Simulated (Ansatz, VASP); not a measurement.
**Two plane-wave programs on SnSe**

```
Sn Se
1.0
     2.15500   -5.85250    0.00000
     2.15500    5.85250    0.00000
     0.00000    0.00000    4.31800
Sn Se
2 2
Direct
  0.88000 0.12000 0.25000
  0.12000 0.88000 0.75000
  0.64400 0.35600 0.25000
  0.35600 0.64400 0.75000
```

Alike in both runs: task single point; functional PBE; dispersion D3(BJ); k mesh 4 × 4 × 4; occupations gaussian, width 0.1 eV; no spin polarisation.

|  | VASP | Ansatz |
| --- | --- | --- |
| version | VASP 6.6.1 | Ansatz 0.2.0 |
| potentials or method | VASP PAW PBE potentials, release 64 (Sn_d, Se) | scalar-relativistic, plane waves, PAW |
| plane-wave cutoff (eV) | 520 | 420 |
| valence electrons in the cell | 40 | 60 |

```csv
,VASP,Ansatz,Ansatz less VASP
gap on the k mesh at the Fermi level (eV),0.66,0.67,+0.009
least direct gap on the mesh (eV),0.91,0.92,+0.012
pressure (GPa),-2.7,-2.7,-0.03
largest component of the traceless stress (GPa),0.85,0.83,-0.018
rms of the force components (eV/Å),0.114,0.119,+0.0050
```

Atom by atom the forces differ by 0.006 eV/Å (rms over components). The two sets of potentials don't hold the same shells in valence.

Caveats: spin-orbit coupling is left out, which moves the levels of the heavy elements. A k mesh can miss the band edges.
